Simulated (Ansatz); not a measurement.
Run this with Ansatz's Python interface and show what comes out.

The script, `hfn_defect.py`:
```python
# -*- coding: utf-8 -*-
import ansatz as az
import numpy as np

xtal = (
    az.Lattice.of((0.0, 2.256, 2.256), (2.256, 0.0, 2.256), (2.256, 2.256, 0.0))
    .atom("Hf", (0.0, 0.0, 0.0))
    .atom("N", (0.5, 0.5, 0.5))
)
host = xtal.supercell(2)
defective = host.interstitial("H", at=(0.25, 0.25, 0.25))

def settled(structure):
    return (
        structure.calculation()
        .functional("PBE", dispersion="d3bjatm")
        .kpoints(spacing=0.55)
        .occupations(az.OccupationsMethod.FERMI_DIRAC, width=0.1)
        .band_table()
    )


perfect = settled(host).run(threads=1).report
calc = settled(defective).forces()
out = calc.run(threads=1)
summary = out.report

n_host, n_defect = len(perfect["lattice"]["sites"]), len(summary["lattice"]["sites"])
print(f"perfect cell: {n_host} atoms, F = {perfect['free_energy_ev']:.4f} eV")
print(f"defect cell:  {n_defect} atoms, F = {summary['free_energy_ev']:.4f} eV")
print(f"difference {summary['free_energy_ev'] - perfect['free_energy_ev']:.4f} eV (no chemical potentials)")

pull = np.linalg.norm(summary["forces_ev_ang"], axis=1)
for atom in np.argsort(-pull)[:5]:
    print(f"force on {out.lattice.sites[atom].symbol}{atom}: {pull[atom]:.3f} eV/A")
```

```console
$ python hfn_defect.py
DeckWarning: basis.ecutwfc = 420 eV, auto-derived from the records' recommended cutoffs: set by Hf (normal level)
perfect cell: 16 atoms, F = -128875.3776 eV
defect cell:  17 atoms, F = -128889.0253 eV
difference -13.6477 eV (no chemical potentials)
force on N1: 1.937 eV/A
force on N3: 1.937 eV/A
force on N5: 1.937 eV/A
force on N9: 1.937 eV/A
force on Hf14: 0.300 eV/A
```
(Warnings from the package without file and line.)

Notes:
- Total energies depend on the potentials; only differences at equal settings carry meaning. A total without «per atom» is that of the cell as typed.
- The run is spin-unpolarised.
- Dispersion corrections can be off by several per cent in the lattices of metals, and by several GPa in the pressure at a fixed cell.
- The mesh is modest for a metal, so energies can be off by several to tens of meV an atom and pressures by half a GPa or more; differences at equal mesh fare better.
- The atoms stand at ideal sites; relaxing them can change energy and levels by an eV or more.
- The difference holds no chemical potentials.
- Errors of mesh and smearing per atom add up over the supercell, so the energy can be off by tenths of an eV.
- Spin-orbit coupling, which matters for elements this heavy, is left out.
- The structure is a deposited one; some such entries were measured under pressure or heat, so a shift against it needn't be the functional's error alone.
- The supercell is small, so the defect meets its images and the energies aren't those of an isolated defect; a partly filled defect level may also lower its energy by spin or distortion. For a charged cell the difference holds no correction, alignment or term for the electrons' reservoir.
- It ran for 22 s on 1 thread of Arm Neoverse V2, on a shared host, peak memory 0.57 GiB.
